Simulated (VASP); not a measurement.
Ta2S:

```
Ta S
1.0
     2.80481    0.00000    0.00000
     0.00000    2.80481    0.00000
     0.00000    0.00000    7.53372
Ta S
2 1
Direct
  0.50000 0.50000 0.18593
  0.50000 0.50000 0.81407
  0.50000 0.50000 0.50000
```

The cell was built by a generator and needn't be a form met in nature.

* Program: VASP 6.6.1
* Task: relaxation of cell and atoms
* Functional: LDA
* Potentials or basis: VASP PAW LDA potentials, release 64 (Ta_pv, S)
* Cutoff: 600 eV
* k mesh: 7 × 7 × 3
* Occupations: fermi-dirac, width 0.05 eV
* Spin: spin-orbit coupling, no magnetisation

At the start: pressure -8.4 GPa; volume 19.76 Å³/atom.

**Question.** Where does the relaxation end?

**Answer.** Over 11 steps the energy falls by 37.4 meV/atom and the volume is 18.42 Å³/atom (-6.8 %); space group P4/mmm (No. 123, to 0.05 Å).

Step by step:
```
step  energy change (eV)  largest force (eV/Å)  pressure (GPa)  volume (Å³)
   1              0.0000                0.1117           -8.42        59.27
   2              0.1256                0.5999           16.01        50.80
   3             -0.1021                0.0836           -0.36        55.68
   4             -0.1021                0.0890           -0.20        55.60
   5             -0.1024                0.1329            0.54        54.81
   6             -0.1121                0.0303            0.12        55.20
   7             -0.1121                0.0332            0.12        55.20
   8             -0.1122                0.0186           -0.06        55.27
   9             -0.1122                0.0180           -0.08        55.28
  10             -0.1122                0.0106           -0.01        55.26
  11             -0.1122                0.0008           -0.04        55.27
```

Final structure:
```xyz
3
Lattice="2.7287 0.0000 0.0000 0.0000 2.7287 0.0000 0.0000 0.0000 7.4223" Properties=species:S:1:pos:R:3 pbc="T T T"
Ta    1.3644    1.3644    1.3824
Ta    1.3644    1.3644    6.0399
S     1.3644    1.3644    3.7112
```
